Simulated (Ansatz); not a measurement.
Crystal: HfN.

```xyz
2
Lattice="0.0000 2.4548 2.4548 2.4548 0.0000 2.4548 2.4548 2.4548 0.0000" Properties=species:S:1:pos:R:3 pbc="T T T"
Hf    0.0000    0.0000    0.0000
N     1.2274    1.2274    1.2274
```

The cell comes from a database or a generator and needn't be the stable form of this composition.

| Item | Value |
| --- | --- |
| Program | Ansatz 0.2.0 |
| Task | relaxation of cell and atoms |
| Functional | revPBE |
| Potentials or basis | Ansatz PAW |
| Cutoff | 420 eV (not typed: the program's choice for these potentials) |
| k mesh | 9 × 9 × 9 |
| Occupations | fermi-dirac, width 0.05 eV |
| Spin | no spin polarisation |

At the start: volume 14.79 Å³/atom.

Question: Where does the relaxation end?

Answer: It ends after 4 steps and the volume is 15.05 Å³/atom (+1.7 %); space group F-43m (No. 216, to 0.05 Å).

The path:
| step | energy change (eV) | largest force (eV/Å) | volume (Å³) |
| --- | --- | --- | --- |
| 1 | 0.0000 | 0.0000 | 29.59 |
| 2 | -0.0033 | 0.0000 | 30.24 |
| 3 | -0.0040 | 0.0000 | 30.10 |
| 4 | -0.0052 | 0.0000 | 30.10 |

Final structure:
```yaml
crystal:
  lattice:
    - [0.00000, 2.46887, 2.46887]
    - [2.46887, 0.00000, 2.46887]
    - [2.46887, 2.46887, 0.00000]
  atoms:
    - { symbol: Hf, position: [0.00000, 0.00000, 0.00000] }
    - { symbol: N, position: [0.25000, 0.25000, 0.25000] }
```

Caveat: the plane-wave basis is chosen anew once the cell has moved, so the energies of steps on either side of that aren't comparable; the pressure holds a Pulay correction of +0.4 GPa for the finite cutoff; the PAW data sets come from PBE, with cores solved anew for the run's functional, which leaves a small shift of forces and pressure.
